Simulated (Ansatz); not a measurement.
## Computed properties of EuS

```xyz
2
Lattice="0.0000 2.9785 2.9785 2.9785 0.0000 2.9785 2.9785 2.9785 0.0000" Properties=species:S:1:pos:R:3 pbc="T T T"
Eu    0.0000    0.0000    0.0000
S     2.9785    2.9785    2.9785
```

Atom numbers follow the list: Eu1, S2.

The cell is COD entry 1010394, as deposited and not checked against the literature; nothing was relaxed. It is an old determination, and later ones may differ.

Semilocal functionals without a Hubbard term describe localised f shells poorly; where the shell is localised, the real material differs.

The magnetic state is the one reached from the start moments; no search over orders was made, so it needn't be the ground state.

Spin–orbit coupling is left out, though it moves levels of the heavy atoms by tenths of an eV or more.

Methods: DFT, PBE, all-electron LAPW, scalar-relativistic (Ansatz 0.2.0); DFT, PBE, PAW with Ansatz's default frozen-core files, scalar-relativistic (Ansatz 0.2.0).

For LAPW: a Γ-centred 10×10×10 k mesh, Fermi–Dirac smearing of 0.05 eV, basis error target 0.25 meV/atom, spin-polarised from start moments Eu1 7 μB. PAW takes a cutoff of 420 eV at this cell. The Ansatz runs share mesh, smearing and spin set-up. Values come from LAPW unless marked.

| Quantity | Value |
| --- | --- |
| Pressure at this cell | -23.9 kbar |
| Löwdin charges (with 0.04 e of the cell spilling out of the atomic basis, so their sizes and signs hang on that basis) | Eu1 0.32, S2 -0.28 e |
| Bader charges (from the PAW run) | Eu1 +1.45, S2 -1.45 e |
| Moment of the cell | 6.99 μB |
| Volume per atom | 26.42 Å³ |

**Question.** Predict this quantity. Moments in the spheres.

**Answer.** Eu1 6.91, S2 -0.07 μB.

**Question.** Predict this quantity. Density of states at the Fermi level (0.2 eV bin).

**Answer.** 0.36 states/eV per cell.

**Question.** Give the computed value. Band gap.

**Answer.** None at this level of theory (metallic, semimetallic, or a small gap that the functional closes).
